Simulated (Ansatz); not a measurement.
## BeO, pressure series

Base system: BeO in the wurtzite structure (space group P6_3mc, No. 186; a = 2.690 Å, c = 4.370 Å).

Cell and atoms are relaxed at each pressure.

Method: Kohn–Sham DFT with the r2SCAN functional, run in Ansatz (a quantum-chemistry and plane-wave program) with PAW and 500 eV plane waves, no SOC.

```json
[
 {"pressure (GPa)": "-2", "volume per atom (Å³/atom)": "6.911"},
 {"pressure (GPa)": "-1", "volume per atom (Å³/atom)": "6.879"},
 {"pressure (GPa)": "0", "volume per atom (Å³/atom)": "6.849"},
 {"pressure (GPa)": "0.3", "volume per atom (Å³/atom)": "6.840"},
 {"pressure (GPa)": "0.7", "volume per atom (Å³/atom)": "6.827"},
 {"pressure (GPa)": "1.5", "volume per atom (Å³/atom)": "6.804"},
 {"pressure (GPa)": "3", "volume per atom (Å³/atom)": "6.760"},
 {"pressure (GPa)": "5", "volume per atom (Å³/atom)": "?"},
 {"pressure (GPa)": "10", "volume per atom (Å³/atom)": "6.573"}
]
```

Problem. Fit the third-order Birch–Murnaghan form P(V) = (3B₀/2)[(V₀/V)^(7/3) − (V₀/V)^(5/3)]·[1 + (3/4)(B₀′ − 4)((V₀/V)^(2/3) − 1)] (squares taken in P) to the rows shown and predict the withheld row.

Solution. Least squares on the printed values gives V₀ = 6.849 Å³/atom, B₀ = 225 GPa, B₀′ = 3.8; this predicts 6.704 Å³/atom, and the run gives 6.704 Å³/atom, in agreement.

Load acts through the strain it causes; cell and atoms are relaxed under it. Whether these cells are dynamically stable was not tested. Competing high-pressure phases were not computed.
